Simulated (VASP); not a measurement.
# GaN (P6_3mc) in VASP: relaxation of cell and atoms with PBE

Aim: the relaxation of cell and atoms of GaN with PBE.

All numbers are computed with VASP 6.6.1; they aren't measurements. Logs are shortened: lines on timing, memory, paths and dates and some standing lists are left out, and cuts for length are marked.

### Step 1. Starting point

Symmetry: P6_3mc, No. 186, hexagonal system. The conventional cell has a = 3.190 Å, b = 3.190 Å, c = 5.189 Å, α = 90.00°, β = 90.00°, γ = 120.00°. Ga (site symmetry 3m) has 4 N at 1.95 to 1.96 Å as nearest neighbours. N (site symmetry 3m) has 4 Ga at 1.95 to 1.96 Å as nearest neighbours.

The cell was built by a generator and isn't the measured one.

### Step 2. Relaxation of cell and atoms, PBE

INCAR reads:

```
ALGO = Normal
EDIFF = 1E-6
EDIFFG = -0.005
ENCUT = 600
GGA = PE
IBRION = 2
ISIF = 3
ISMEAR = 0
LASPH = True
LCHARG = False
LREAL = False
LWAVE = False
NELM = 60
NSW = 60
PREC = Accurate
SIGMA = 0.02
```

KPOINTS reads:

```
k-points
0
Gamma
  6 6 4
```

POSCAR reads:

```
GaN
1.0
    3.1900000000      0.0000000000      0.0000000000
   -1.5950000000      2.7626210381      0.0000000000
    0.0000000000      0.0000000000      5.1890000000
Ga N
2 2
Direct
    0.3333333333      0.6666666667      0.0000000000
    0.6666666667      0.3333333333      0.5000000000
    0.3333333333      0.6666666667      0.3770000000
    0.6666666667      0.3333333333      0.8770000000
```

Potentials or basis: VASP PAW PBE potentials, release 64 (Ga_d, N).

On the command line:

```console
> cat potpaw_PBE.64/Ga_d/POTCAR potpaw_PBE.64/N/POTCAR > POTCAR
> mpirun -np 1 vasp_std > vasp.out
```

OUTCAR:

```text
EDIFF = 1E-6
   EDIFFG = -0.005
   ENCUT = 600
   GGA = PE
   IBRION = 2
   ISIF = 3
   ISMEAR = 0
   LASPH = True
   LREAL = False
   NELM = 60
   NSW = 60
   PREC = Accurate

 ion  position               nearest neighbor table
   1  0.333  0.667  0.000-   4 1.95   4 1.95   4 1.95   3 1.96
   2  0.667  0.333  0.500-   3 1.95   3 1.95   3 1.95   4 1.96
   3  0.333  0.667  0.377-   2 1.95   2 1.95   2 1.95   1 1.96
   4  0.667  0.333  0.877-   1 1.95   1 1.95   1 1.95   2 1.96

  LATTYP: Found a hexagonal cell.
 ALAT       =     3.1900000000
 C/A-ratio  =     1.6266457680

  Lattice vectors:

 A1 = (   3.1900000000,   0.0000000000,   0.0000000000)
 A2 = (  -1.5950000000,   2.7626210381,   0.0000000000)
 A3 = (   0.0000000000,   0.0000000000,   5.1890000000)

Analysis of symmetry for initial positions (statically):
=====================================================================
 Subroutine PRICEL returns:
 Original cell was already a primitive cell.

 Routine SETGRP: Setting up the symmetry group for a
 hexagonal supercell.

 Subroutine GETGRP returns: Found 12 space group operations
 (whereof  6 operations were pure point group operations)
 out of a pool of 24 trial point group operations.

The static configuration has the point symmetry C_3v.
 The point group associated with its full space group is C_6v.

Analysis of symmetry for dynamics (positions and initial velocities):
=====================================================================
 Subroutine PRICEL returns:
 Original cell was already a primitive cell.

 Routine SETGRP: Setting up the symmetry group for a
 hexagonal supercell.

 Subroutine GETGRP returns: Found 12 space group operations
 (whereof  6 operations were pure point group operations)
 out of a pool of 24 trial point group operations.

The dynamic configuration has the point symmetry C_3v.
 The point group associated with its full space group is C_6v.

 Subroutine INISYM returns: Found 12 space group operations
 (whereof  6 operations are pure point group operations),
 and found     1 'primitive' translations

----------------------------------------------------------------------------------------

                                     Primitive cell

  volume of cell :      45.7294

  direct lattice vectors                    reciprocal lattice vectors
     3.190000000  0.000000000  0.000000000     0.313479624  0.180987545  0.000000000
    -1.595000000  2.762621038  0.000000000     0.000000000  0.361975090  0.000000000
     0.000000000  0.000000000  5.189000000     0.000000000  0.000000000  0.192715359
[... 91 lines left out ...]
   ISYM   =      2    0-nonsym 1-usesym 2-fastsym
   POTIM  = 0.5000    time-step for ionic-motion
   TEBEG  =    0.0;   TEEND  =   0.0 temperature during run
   PSTRESS=    0.0 pullay stress
   NELECT =      36.0000    total number of electrons
   NUPDOWN=      -1.0000    fix difference up-down
   EMIN   =  10.00;   EMAX   =-10.00  energy-range for DOS
   EFERMI =   0.00;   METHOD = LEGACY
   ISMEAR =     0;   SIGMA  =   0.02  broadening in eV -4-tet -1-fermi 0-gaus
   EFERMI_NEDOS =   21; number of points for ismear=-14 and -15
   IALGO  =     38    algorithm
   IMIX   =      4    mixing-type and parameters
     AMIX     =   0.40;   BMIX     =  1.00
     AMIX_MAG =   1.60;   BMIX_MAG =  1.00
  volume/ion in A,a.u.               =      11.43        77.15
  Fermi-wavevector in a.u.,A,eV,Ry     =   1.511624  2.856555 31.089409  2.285007
  Thomas-Fermi vector in A             =   2.621656
   LORBIT       =      0    0 simple, 1 ext, 2 COOP (PROOUT), +10 PAW based schemes
   GGA     = PE    functional components
   LHFCALC =     F    Hartree Fock is set to
   AEXX    =    0.0000 exact exchange contribution
   IVDW    =     0    specifies the selected vdW correction
   LEPSILON=     F    determine dielectric tensor
   LRPA    =     F    only Hartree local field effects (RPA)
 conjugate gradient relaxation of ions
 non-spin polarized calculation
 Gauss-broadening in eV      SIGMA  =   0.02
  energy-cutoff  :      600.00
  volume of cell :       45.73
 maximum number of plane-waves:      1550
 NGX is ok and might be reduce to    28
   NGX = 13   NGY = 13   NGZ = 21

--------------------------------------- Ionic step        1  -------------------------------------------

 number of electron      35.9999996 magnetization

 Free energy of the ion-electron system (eV)
  ---------------------------------------------------
  ext. energy  EPLUGINS =         0.00000000
  ---------------------------------------------------
  free energy    TOTEN  =       -24.30454347 eV

  energy without entropy =      -24.30454347  energy(sigma->0) =      -24.30454347

------------------------ aborting loop because EDIFF is reached ----------------------------------------

  FORCE on cell =-STRESS in cart. coord.  units (eV):
  Direction    XX          YY          ZZ          XY          YZ          ZX
  --------------------------------------------------------------------------------------
  -------------------------------------------------------------------------------------
  Total        1.3959577      1.3959577      1.4998362      0.0000000      0.0000000      0.0000000
  in kB       48.9088178     48.9088178     52.5483093      0.0000000      0.0000000      0.0000000
  external PRESSURE =      50.1219816 kB  Pullay stress =       0.0000000 kB
[... 95 lines left out ...]
  FREE ENERGIE OF THE ION-ELECTRON SYSTEM (eV)
  ---------------------------------------------------
  free  energy   TOTEN  =       -24.3242915127 eV

  energy  without entropy=      -24.3242915127  energy(sigma->0) =      -24.32429151

[... ionic steps 4 to 10 ...]

--------------------------------------- Ionic step       11  -------------------------------------------

 number of electron      36.0000003 magnetization

------------------------ aborting loop because EDIFF is reached ----------------------------------------
[... 71 lines left out ...]
--------------------------------------- Ionic step       13  -------------------------------------------

 number of electron      36.0000003 magnetization

 Free energy of the ion-electron system (eV)
  ---------------------------------------------------
  ext. energy  EPLUGINS =         0.00000000
  ---------------------------------------------------
  free energy    TOTEN  =       -24.32430335 eV

  energy without entropy =      -24.32430335  energy(sigma->0) =      -24.32430335

 E-fermi :   5.1102     XC(G=0): -11.5154

 val. band max:        5.0124562683   @ k =   0.0000   0.0000   0.0000
 cond. band min:       6.7301541176   @ k =   0.0000   0.0000   0.0000
 fundamental gap:      1.7176978493
 Fermi energy:         5.1102402787

 k-point     1 :       0.0000    0.0000    0.0000
  band No.  band energies     occupation
      1     -10.7248      2.00000
      2      -9.9012      2.00000
      3      -8.4096      2.00000
      4      -8.3952      2.00000
      5      -8.3952      2.00000
      6      -8.3394      2.00000
[... 545 lines left out ...]
  FREE ENERGIE OF THE ION-ELECTRON SYSTEM (eV)
  ---------------------------------------------------
  free  energy   TOTEN  =       -24.3243033496 eV

  energy  without entropy=      -24.3243033496  energy(sigma->0) =      -24.32430335

 reached required accuracy - stopping structural energy minimisation
```

CONTCAR:

```text
GaN
   1.00000000000000
     3.2186678906959907   -0.0000000000000000    0.0000000000000000
    -1.6093339453479953    2.7874481597163885   -0.0000000000000000
     0.0000000000000000    0.0000000000000000    5.2412628265406589
  Ga              N
     2     2
Direct
     0.3333333332999970    0.6666666667000030    0.0000643896007500
     0.6666666667000030    0.3333333332999970    0.5000643896007501
     0.3333333332999970    0.6666666667000030    0.3769356103992526
     0.6666666667000030    0.3333333332999970    0.8769356103992524

  0.00000000E+00  0.00000000E+00  0.00000000E+00
  0.00000000E+00  0.00000000E+00  0.00000000E+00
  0.00000000E+00  0.00000000E+00  0.00000000E+00
  0.00000000E+00  0.00000000E+00  0.00000000E+00
```

It took 5.1 min on 1 thread of Intel Xeon Platinum 8175M at 2.50GHz (Skylake/Cascade Lake), shared host; peak memory 0.19 GiB.

What came out:

```
Free energy                            : -24.3243 eV
Relaxed volume                         : 11.76 Å³/atom
Relaxed cell                           : a = 3.219 Å, b = 3.219 Å, c = 5.241 Å, α = 90.00°, β = 90.00°, γ = 120.00°
Space group after relaxing (to 0.05 Å) : P6_3mc (No. 186)
Energy gained by relaxing              : 4.9 meV/atom
Ionic steps                            : 13
Pressure after relaxing                : 0.0 GPa
Largest force after relaxing           : 0.005 eV/Å
Band gap on the k mesh                 : 1.72 eV, direct
```

Forces on the atoms (eV/Å):
```
Ga   0.000  0.000  0.005
Ga   0.000  0.000  0.005
N    0.000  0.000 -0.005
N    0.000  0.000 -0.005
```

The path:
| step | energy change (eV) | largest force (eV/Å) | pressure (GPa) | volume (Å³) |
| --- | --- | --- | --- | --- |
| 1 | 0.0000 | 0.0058 | 5.01 | 45.73 |
| 2 | -0.0061 | 0.0026 | -3.76 | 48.14 |
| 3 | -0.0197 | 0.0045 | 0.05 | 47.02 |
| 4 | -0.0197 | 0.0045 | -0.47 | 47.05 |
| 5 | -0.0194 | 0.0058 | 0.69 | 46.83 |
| 6 | -0.0197 | 0.0049 | 0.07 | 46.99 |
| 7 | -0.0197 | 0.0056 | -0.03 | 47.00 |
| 8 | -0.0197 | 0.0047 | 0.03 | 47.00 |
| 9 | -0.0197 | 0.0049 | 0.10 | 47.00 |
| 10 | -0.0198 | 0.0031 | -0.16 | 47.03 |
| 11 | -0.0198 | 0.0045 | 0.03 | 47.02 |
| 12 | -0.0198 | 0.0026 | -0.10 | 47.03 |
| 13 | -0.0198 | 0.0048 | -0.05 | 47.02 |

Final structure:
```
CELL_PARAMETERS angstrom
3.21867 0.00000 0.00000
-1.60933 2.78745 0.00000
0.00000 0.00000 5.24126
ATOMIC_POSITIONS crystal
Ga 0.33333 0.66667 0.00006
Ga 0.66667 0.33333 0.50006
N 0.33333 0.66667 0.37694
N 0.66667 0.33333 0.87694
```

Expect the measured gap to be larger: semilocal functionals such as PBE lack the derivative discontinuity.
